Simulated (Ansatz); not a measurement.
Here is an Ansatz 0.2.0 calculation.

input.yaml

```yaml
crystal:
  lattice:
    - [4.13078, 0.0, 0.0]
    - [0.0, 4.13078, 0.0]
    - [0.0, 0.0, 4.13078]
  atoms:
    - { symbol: Si, position: [0.0, 0.0, 0.5] }
    - { symbol: Si, position: [0.5, 0.0, 0.0] }
    - { symbol: Si, position: [0.0, 0.5, 0.0] }
    - { symbol: "N", position: [0.23952, 0.23952, 0.76048] }
    - { symbol: "N", position: [0.76048, 0.76048, 0.76048] }
    - { symbol: "N", position: [0.23952, 0.76048, 0.23952] }
    - { symbol: "N", position: [0.76048, 0.23952, 0.23952] }
hamiltonian:
  xc: pbesol
  pseudopotentials: { kind: paw }
kpoints:
  mp_grid: { grid: [7, 7, 7] }
scf:
  occupations: { method: fermi_dirac, width: 0.05 }
output:
  forces: true
  stress: true
  eigenvalues: true
relax:
  f_tol: 0.01
  max_steps: 40
  cell: { stress_tol: 0.05, p_target: 5.0 }
```

Potentials or basis: Ansatz PAW.

Run with:

```bash
$ ansatz run input.yaml --threads 4 --pin off --max-ram 11264MiB --backend cpu --events-out ev --progress --plain --runs-dir out
```

Question: What does it give for the band gap on the k mesh?

Answer: 2.61 eV, indirect (least direct gap 2.80 eV).

Question: Estimate the relaxed cell.

Answer: a = 4.074 Å, b = 4.074 Å, c = 4.074 Å, α = 90.00°, β = 90.00°, γ = 90.00°.

Final structure:
```yaml
crystal:
  lattice:
    - [4.07422, 0.00000, 0.00000]
    - [0.00000, 4.07422, 0.00000]
    - [0.00000, 0.00000, 4.07422]
  atoms:
    - { symbol: Si, position: [0.00000, 0.00000, 0.50000] }
    - { symbol: Si, position: [0.50000, 0.00000, 0.00000] }
    - { symbol: Si, position: [0.00000, 0.50000, 0.00000] }
    - { symbol: N, position: [0.24176, 0.24176, 0.75824] }
    - { symbol: N, position: [0.75824, 0.75824, 0.75824] }
    - { symbol: N, position: [0.24176, 0.75824, 0.24176] }
    - { symbol: N, position: [0.75824, 0.24176, 0.24176] }
```

Caveat: odd divisions of the mesh miss points on the zone boundary, where band edges often lie, so the gap on the mesh can be too wide; the plane-wave basis is chosen anew once the cell has moved, so the energies of steps on either side of that aren't comparable. Expect the measured gap to be larger: semilocal functionals such as PBEsol lack the derivative discontinuity.
